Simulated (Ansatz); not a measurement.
FeO:

```
CELL_PARAMETERS angstrom
-1.60210 1.60210 2.08339
1.60210 -1.60210 2.08339
1.60210 1.60210 -2.08339
ATOMIC_POSITIONS crystal
Fe 0.00000 0.00000 0.00000
O 0.50000 0.50000 0.00000
```

The cell comes from a database or a generator and needn't be the stable form of this composition.

Base run:

- Program: Ansatz 0.2.0
- Functional: LDA
- Potentials or basis: Ansatz PAW
- Cutoff: 420 eV (not typed: the program's choice for these potentials)
- k mesh: 12 × 12 × 12
- Occupations: fermi-dirac, width 0.05 eV
- Spin: collinear spin, ferromagnetic start
- Starting moments: [3.0, 0.0] μB
- Hubbard terms: Fe d U = 5 eV

Its results: band gap on the k mesh 0.84 eV, indirect (least direct gap 2.59 eV); pressure -10.0 GPa; net moment 4.00 μB per cell; site moments Fe +3.42; O +0.19 μB.

Task: The run is repeated on the same cell with these changes: hubbard terms from Fe d U = 5 eV to Fe d U = 6 eV. What comes out?

Result: Band gap on the k mesh 0.98 eV, indirect (least direct gap 2.61 eV); pressure -8.4 GPa; net moment 4.00 μB per cell; site moments Fe +3.43; O +0.17 μB.

Caveats: the magnetic or orbital state may not be the lowest; a cell with one magnetic atom can't hold antiferromagnetic order, which such compounds often take; the PAW data sets come from PBE, with cores solved anew for the run's functional, which leaves a small shift of forces and pressure; the density of states is complete only up to the lowest level of the last band computed.

A k mesh can miss the band edges.
